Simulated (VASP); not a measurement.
# AgCl (Chlorargyrite) (Fm-3m) in VASP: notebook, part 2 of 2

VASP 6.6.1. Earlier steps stand in the parts before.

## 5. Single point, PBEsol

The input, INCAR:

```
PREC     = Accurate       # precision mode
ENCUT    = 520            # plane-wave cutoff, eV
EDIFF    = 1E-6           # SCF threshold, eV
ISMEAR   = -1             # smearing method
SIGMA    = 0.05           # smearing width, eV
LREAL    = False          # projectors in reciprocal space
LASPH    = True           # aspherical terms in the spheres
NELM     = 60             # most SCF steps
ALGO     = Normal         # electronic algorithm
ISIF     = 2              # what is computed and relaxed
LWAVE    = False          # write WAVECAR
LCHARG   = False          # write CHGCAR
GGA      = PS             # functional
NBANDS   = 16             # bands
```

The input, KPOINTS:

```
Automatic mesh
0
Gamma
  6 6 6
```

The input, POSCAR:

```
AgCl
1.0
    0.0000000000      2.7350000000      2.7350000000
    2.7350000000      0.0000000000      2.7350000000
    2.7350000000      2.7350000000      0.0000000000
Ag Cl
1 1
Direct
    0.0000000000      0.0000000000      0.0000000000
    0.5000000000      0.5000000000      0.5000000000
```

Potentials or basis: VASP PAW PBE potentials, release 64 (Ag, Cl).

Launch:

```console
> cat potpaw_PBE.64/Ag/POTCAR potpaw_PBE.64/Cl/POTCAR > POTCAR
> mpirun -np 1 vasp_std > vasp.out
```

OUTCAR:

```text
PREC = Accurate
   ENCUT = 520
   EDIFF = 1E-6
   ISMEAR = -1
   LREAL = False
   LASPH = True
   NELM = 60
   ISIF = 2
   GGA = PS

 ion  position               nearest neighbor table
   1  0.000  0.000  0.000-   2 2.73   2 2.73   2 2.73   2 2.73   2 2.73   2 2.73
   2  0.500  0.500  0.500-   1 2.73   1 2.73   1 2.73   1 2.73   1 2.73   1 2.73

  LATTYP: Found a face centered cubic cell.
 ALAT       =     5.4700000000

  Lattice vectors:

 A1 = (   0.0000000000,   2.7350000000,   2.7350000000)
 A2 = (   2.7350000000,   0.0000000000,   2.7350000000)
 A3 = (   2.7350000000,   2.7350000000,   0.0000000000)

Analysis of symmetry for initial positions (statically):
=====================================================================
 Subroutine PRICEL returns:
 Original cell was already a primitive cell.

 Routine SETGRP: Setting up the symmetry group for a
 face centered cubic supercell.

 Subroutine GETGRP returns: Found 48 space group operations
 (whereof 48 operations were pure point group operations)
 out of a pool of 48 trial point group operations.

The static configuration has the point symmetry O_h .

Analysis of symmetry for dynamics (positions and initial velocities):
=====================================================================
 Subroutine PRICEL returns:
 Original cell was already a primitive cell.

 Routine SETGRP: Setting up the symmetry group for a
 face centered cubic supercell.

 Subroutine GETGRP returns: Found 48 space group operations
 (whereof 48 operations were pure point group operations)
 out of a pool of 48 trial point group operations.

The dynamic configuration has the point symmetry O_h .

 Subroutine INISYM returns: Found 48 space group operations
 (whereof 48 operations are pure point group operations),
 and found     1 'primitive' translations

[... 102 lines left out ...]
   IALGO  =     38    algorithm
   IMIX   =      4    mixing-type and parameters
     AMIX     =   0.40;   BMIX     =  1.00
     AMIX_MAG =   1.60;   BMIX_MAG =  1.00
  volume/ion in A,a.u.               =      20.46       138.06
  Fermi-wavevector in a.u.,A,eV,Ry     =   1.245083  2.352866 21.092186  1.550232
  Thomas-Fermi vector in A             =   2.379321
   LORBIT       =      0    0 simple, 1 ext, 2 COOP (PROOUT), +10 PAW based schemes
   GGA     = PS    functional components
   LHFCALC =     F    Hartree Fock is set to
   AEXX    =    0.0000 exact exchange contribution
   IVDW    =     0    specifies the selected vdW correction
   LEPSILON=     F    determine dielectric tensor
   LRPA    =     F    only Hartree local field effects (RPA)
 non-spin polarized calculation
  energy-cutoff  :      520.00
  volume of cell :       40.92
 maximum number of plane-waves:      1113
 NGX is ok and might be reduce to    30
   NGX = 15   NGY = 15   NGZ = 15

 number of electron      18.0000002 magnetization

 Free energy of the ion-electron system (eV)
  ---------------------------------------------------
  ext. energy  EPLUGINS =         0.00000000
  ---------------------------------------------------
  free energy    TOTEN  =        -6.05920423 eV

  energy without entropy =       -6.05918203  energy(sigma->0) =       -6.05919313

 E-fermi :   4.6818     XC(G=0): -10.4340

 val. band max:        4.2529538367   @ k =   0.5000   0.0000   0.0000
 cond. band min:       4.9753059011   @ k =   0.0000   0.0000   0.0000
 fundamental gap:      0.7223520644
 Fermi energy:         4.6818288020

 k-point     1 :       0.0000    0.0000    0.0000
  band No.  band energies     occupation
      1     -11.1768      2.00000
      2       1.5994      2.00000
      3       1.5994      2.00000
      4       1.5994      2.00000
      5       1.6417      2.00000
      6       1.6417      2.00000
[... 281 lines left out ...]
      3      -0.0710      2.00000
      4       0.2168      2.00000
      5       1.8936      2.00000
      6       2.1509      2.00000
[... 8 lines left out ...]
     15      18.5497      0.00000
     16      19.3940      0.00000

------------------------ aborting loop because EDIFF is reached ----------------------------------------

  FORCE on cell =-STRESS in cart. coord.  units (eV):
  Direction    XX          YY          ZZ          XY          YZ          ZX
  --------------------------------------------------------------------------------------
  -------------------------------------------------------------------------------------
  Total       -0.1963395     -0.1963395     -0.1963395      0.0000000      0.0000000      0.0000000
  in kB       -7.6880515     -7.6880515     -7.6880515      0.0000000      0.0000000      0.0000000
  external PRESSURE =      -7.6880515 kB  Pullay stress =       0.0000000 kB

 VOLUME and BASIS-vectors are now :
 -----------------------------------------------------------------------------
  energy-cutoff  :      520.00
  volume of cell :       40.92
      direct lattice vectors                 reciprocal lattice vectors
     0.000000000  2.735000000  2.735000000    -0.182815356  0.182815356  0.182815356
     2.735000000  0.000000000  2.735000000     0.182815356 -0.182815356  0.182815356
     2.735000000  2.735000000  0.000000000     0.182815356  0.182815356 -0.182815356

 POSITION                                       TOTAL-FORCE (eV/Angst)
 -----------------------------------------------------------------------------------
      0.00000      0.00000      0.00000        -0.000000      0.000000     -0.000000
      2.73500      2.73500      2.73500         0.000000     -0.000000      0.000000
 -----------------------------------------------------------------------------------
    total drift:                               -0.000000      0.000000      0.000000

  FREE ENERGIE OF THE ION-ELECTRON SYSTEM (eV)
  ---------------------------------------------------
  free  energy   TOTEN  =        -6.0592042295 eV

  energy  without entropy=       -6.0591820284  energy(sigma->0) =       -6.05919313
```

OSZICAR:

```text
N       E                     dE             d eps       ncg     rms          rms(c)
DAV:   1     0.995365251117E+02    0.99537E+02   -0.86738E+03   536   0.102E+03
DAV:   2    -0.271862831849E+01   -0.10226E+03   -0.94627E+02   640   0.225E+02
DAV:   3    -0.619530171321E+01   -0.34767E+01   -0.34698E+01   664   0.432E+01
DAV:   4    -0.621933403289E+01   -0.24032E-01   -0.24031E-01   624   0.380E+00
DAV:   5    -0.621963876206E+01   -0.30473E-03   -0.30473E-03   640   0.424E-01    0.722E+00
DAV:   6    -0.606354766895E+01    0.15609E+00   -0.27887E-01   632   0.707E+00    0.468E+00
DAV:   7    -0.606057516170E+01    0.29725E-02   -0.65898E-02   608   0.169E+00    0.205E+00
DAV:   8    -0.605920878819E+01    0.13664E-02   -0.36724E-03   592   0.627E-01    0.304E-01
DAV:   9    -0.605917761194E+01    0.31176E-04   -0.38227E-04   664   0.251E-01    0.426E-02
DAV:  10    -0.605920120995E+01   -0.23598E-04   -0.35086E-05   592   0.553E-02    0.127E-02
DAV:  11    -0.605920422605E+01   -0.30161E-05   -0.24665E-06   664   0.125E-02    0.242E-03
DAV:  12    -0.605920422945E+01   -0.33997E-08   -0.23414E-07   312   0.341E-03
   1 F= -.60592042E+01 E0= -.60591931E+01  d E =-.222011E-04
```

stdout:

```text
POSCAR found type information on POSCAR AgCl
 POSCAR found :  2 types and       2 ions
 scaLAPACK will be used
 -----------------------------------------------------------------------------
|                                                                             |
|                                                                             |
|     You enforced a specific xc type in the INCAR file but a different       |
|     I HOPE YOU KNOW WHAT YOU ARE DOING!                                     |
|                                                                             |
 -----------------------------------------------------------------------------

 LDA part: xc-table for (Slater+PW92), standard interpolation
 POSCAR, INCAR and KPOINTS ok, starting setup
 FFT: planning ... GRIDC
 FFT: planning ... GRID_SOFT
 FFT: planning ... GRID
 WAVECAR not read
 entering main loop
```

Run time: 10 s. Hardware: 1 thread of Intel Xeon Platinum 8375C at 2.90GHz (Ice Lake), shared host; peak memory 0.17 GiB.

Results:

| Property | Result |
| --- | --- |
| Free energy | -6.0592 eV |
| Pressure | -0.8 GPa |
| Band gap on the k mesh | 0.72 eV, indirect (least direct gap 3.23 eV) |

Caveat: the PAW data sets were made with another functional, which shifts forces and pressure a little.

## 6. Single point, PBEsol, non-collinear spin, zero start, spin-orbit coupling

The input, INCAR:

```
SYSTEM = AgCl
PREC = Accurate ; ENCUT = 520
EDIFF = 1E-7 ; ISMEAR = -1
SIGMA = 0.05 ; LREAL = .False.
LASPH = .True. ; NELM = 150
ALGO = Normal ; ISIF = 2
LWAVE = .False. ; LCHARG = .False.
MAGMOM = 0 0 0 0 0 0 ; LORBIT = 11
LSORBIT = .True. ; GGA_COMPAT = .False.
LORBMOM = .True. ; LMAXMIX = 4
GGA = PS ; NBANDS = 30
```

The input, KPOINTS:

```
regular mesh
0
Gamma
  6 6 6
  0 0 0
```

POSCAR is that of step 5.

Potentials or basis: VASP PAW PBE potentials, release 64 (Ag, Cl).

Launch:

```console
> cat potpaw_PBE.64/Ag/POTCAR potpaw_PBE.64/Cl/POTCAR > POTCAR
> mpirun -np 1 vasp_ncl > vasp.out
```

Wall time 47 s (1 thread of Intel Xeon Platinum 8375C at 2.90GHz (Ice Lake), shared host); peak memory 0.28 GiB.

It converged, with:

- Free energy: -6.0802 eV
- Pressure: -0.8 GPa
- Net moment: 0.00 μB per cell
- Valence electrons inside the program's atomic spheres: Ag 9.73; Cl 5.03

Moments on the atoms (μB; x, y, z):
```
Ag  0.00 0.00 0.00
Cl  0.00 0.00 0.00
```

Caveat: the PAW data sets were made with another functional, which shifts forces and pressure a little.

## 7. Overview

| level | potentials or basis | spin | k mesh | gap on the mesh (eV) | pressure (GPa) |
| --- | --- | --- | --- | --- | --- |
| PBEsol+D3(BJ) | VASP PAW PBE potentials, release 64 (Ag, Cl) | off | 8 × 8 × 8 | 0.72 | -3.1 |
| LDA | VASP PAW LDA potentials, release 64 (Ag, Cl) | off | 8 × 8 × 8 | 0.64 | -3.8 |
| PBEsol | VASP PAW PBE potentials, release 64 (Ag, Cl) | off | 6 × 6 × 6 | 0.72 | -0.8 |
| PBEsol | VASP PAW PBE potentials, release 64 (Ag, Cl) | non-collinear, zero start, SOC | 6 × 6 × 6 | - | -0.8 |

Alike in all rows: task single point; cell as given; cutoff (eV) 520; smearing fermi-dirac 0.05 eV.

Caveats: the PAW data sets were made with another functional, which shifts forces and pressure a little (some runs); three body term missing (some runs).

Absolute energies hang on the potentials; compare differences alone.

## 8. How close it comes

Step 5. Measured gap of AgCl: 3.249 eV (indirect; a printed reference work, data compilation). This calculation gives 0.72 eV (-2.53 eV). So large a miss can be the level of theory's own, or it may mean another phase, state or a wrong row. Spin-orbit coupling on Ag is left out. The value is that of PBEsol on a finite k mesh, which can miss the band edges, without temperature or zero-point motion. Semilocal functionals fall short of measured gaps as a rule.
